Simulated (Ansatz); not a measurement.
4 guesses for SnO and where they end

All numbers below come from Ansatz, DFT PBE, scalar-relativistic, plane waves, PAW. All cells share a 420 eV cutoff and Γ-centred k meshes spaced at most about 0.3 Å⁻¹ (about 0.25 or finer for metals, 2π included). No spin polarisation in the final relaxations.

Each guess was relaxed in cell and atoms at zero pressure, within the symmetry of its start. Temperature and zero-point effects are left out. Coordination counts O atoms around Sn (those within 1.25 times the shortest such distance or 1.15 times the sum of covalent radii).

```json
{"guess": "1", "made from": "a Materials Project cell", "start group": "Pmn2_1", "V start (Å³/atom)": "20.1", "end group": "Pmmn", "V end (Å³/atom)": "19.0", "coordination at the end": "Sn 4", "gap on mesh (eV)": "0.51", "E over the lowest end (meV/atom)": "0"}
{"guess": "2", "made from": "random cell", "start group": "P6mm", "V start (Å³/atom)": "19.1", "end group": "P6/mmm", "V end (Å³/atom)": "20.4", "coordination at the end": "Sn 2", "gap on mesh (eV)": "0", "E over the lowest end (meV/atom)": "737"}
{"guess": "3", "made from": "random cell", "start group": "P-6m2", "V start (Å³/atom)": "21.1", "end group": "?", "V end (Å³/atom)": "?", "coordination at the end": "?", "gap on mesh (eV)": "?", "E over the lowest end (meV/atom)": "?"}
{"guess": "4", "made from": "a cell as deposited in COD", "start group": "P4/nmm", "V start (Å³/atom)": "17.5", "end group": "P4/nmm (litharge)", "V end (Å³/atom)": "19.0", "coordination at the end": "Sn 4", "gap on mesh (eV)": "0.50", "E over the lowest end (meV/atom)": "0"}
```

Guess 3 as it starts:

```xyz
4
Lattice="4.2219 0.0000 0.0000 -2.1110 3.6563 0.0000 0.0000 0.0000 5.4561" Properties=species:S:1:pos:R:3 pbc="T T T"
Sn    0.0000    2.4375    3.9810
Sn    0.0000    2.4375    1.4751
O     2.1110    1.2188    4.1210
O     2.1110    1.2188    1.3350
```

Task: Predict the end of this guess and its energy over the lowest end.

Result: It ends in space group P-6m2 (No. 187), with a = 3.785 Å, c = 3.056 Å, 19.0 Å³/atom and no gap. It lies 0.40 eV/atom over the lowest end, above guess 1 and below guess 2. Counting O atoms around Sn, this end has Sn 3 and the lowest (guess 4) has Sn 4.

```cif
data_structure
_symmetry_space_group_name_H-M 'P-6m2'
_symmetry_Int_Tables_number 187
_cell_length_a 3.7848
_cell_length_b 3.7848
_cell_length_c 3.0563
_cell_angle_alpha 90.000
_cell_angle_beta 90.000
_cell_angle_gamma 120.000
_cell_volume 37.92
loop_
_atom_site_label
_atom_site_type_symbol
_atom_site_symmetry_multiplicity
_atom_site_Wyckoff_symbol
_atom_site_fract_x
_atom_site_fract_y
_atom_site_fract_z
_atom_site_occupancy
Sn1 Sn 1 b 0.00000 0.00000 0.50000 1
O1 O 1 d 0.33333 0.66667 0.50000 1
```

The zero of energy is the elements' standard structures at the same level (O₂ as a molecule); no fitted shifts are applied. The references include grey tin.

Task: Is the lowest end bound against the elements?

Result: Yes: its formation energy is −1.261 eV/atom. Whether it is stable depends on the other phases of the system, which aren't compared here.

The k mesh leaves some 4 meV/atom of noise in the energy of each metallic cell. No dispersion correction is applied, so the spacing and binding between layers, chains or molecules are poorly described (P4/nmm, Pmmn), and this can change margins and order among such cells. Kohn–Sham gaps at this level usually fall short of measured ones. The zero gap of P-6m2, P6/mmm may come from the functional, which often closes small gaps. With atoms moved at random, P4/nmm came back. Other cells relaxed within their symmetry can be saddle points. Some candidate types were left out of the draw beforehand, so a known form may be missing.
